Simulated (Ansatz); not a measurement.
# Rb: how the settings move a single-point run

Aim: see which settings change the result for Rb, by how much, and at what cost.

Computed with Ansatz 0.2.0 (reference: DFT, PBE, all-electron LAPW, scalar-relativistic, unless a step's input says otherwise).

## Step 1: Starting point

Symmetry: R-3m, No. 166, trigonal system. The conventional cell has a = 8.056 Å, b = 8.056 Å, c = 4.714 Å, α = 90.00°, β = 90.00°, γ = 120.00°.

Structure file:

```xyz
1
Lattice="-2.8902 2.8060 2.8060 2.8060 -2.8902 2.8060 2.8060 2.8060 -2.8902" Properties=species:S:1:pos:R:3 pbc="T T T"
Rb    0.0000    0.0000    0.0000
```

## Step 2: The reference run

The input, input.yaml:

```yaml
crystal:
  lattice:
    - [-2.89018, 2.806, 2.806]
    - [2.806, -2.89018, 2.806]
    - [2.806, 2.806, -2.89018]
  atoms:
    - { symbol: Rb, position: [0.0, 0.0, 0.0] }
kpoints:
  mp_grid: { grid: [8, 8, 8] }
scf:
  occupations: { method: fermi_dirac, width: 0.05 }
hamiltonian:
  xc: pbe
  pseudopotentials: { kind: all_electron, lapw: { basis_error: 0.001 } }
output:
  forces: true
  stress: true
  eigenvalues: true
```

The run is started by

```bash
$ ansatz run input.yaml --threads 1 --pin off --max-ram 2048MiB --backend cpu --events-out ev --progress --plain --runs-dir out
```

## Step 3: Variant: occupations.method gaussian, occupations.width 0.01, spin_polarized true

Changes to input.yaml since step 2:

```diff
@@ -10,3 +10,3 @@
 scf:
-  occupations: { method: fermi_dirac, width: 0.05 }
+  occupations: { method: gaussian, width: 0.01 }
 hamiltonian:
@@ -18 +18,3 @@
   eigenvalues: true
+magnetization:
+  spin_polarized: true
```

Q: Predict the outcome of this session. Wanted: for each run, ending; energy change; pressure; gap; force.

The runs gave:

| run | ending | energy change | pressure (GPa) | gap (eV) | force (eV/Å) | cycles | time |
| --- | --- | --- | --- | --- | --- | --- | --- |
| reference | converged | 0 | 0.1 | 0.00 | 0.00 | 7 | 2 s |
| 1: occupations.method gaussian, occupations.width 0.01, spin_polarized true | converged | +0.5 meV/atom (σ→0) | 0.1 | 0.00 | 0.00 | 35 | 13 s |

Residual by cycle in the longest SCF loop of each run; runs are numbered as in the table. The quantity is the density residual dr2, in eV.

```
cycle  reference    run 1
    1     0.0031  0.00363
    4     1.4e-4  0.00153
    7     1.9e-8   5.2e-4
   10          -   1.7e-4
   13          -   3.7e-6
   16          -  4.8e-10
   20          -  1.3e-11
   23          -  9.5e-11
   26          -   4.5e-8
   29          -   2.8e-8
   32          -   2.6e-9
   35          -  5.3e-12
```

With the changed smearing and spin polarisation the energy stays within 0.5 meV/atom: no moment was seeded, so none could form, and both runs end non-magnetic.
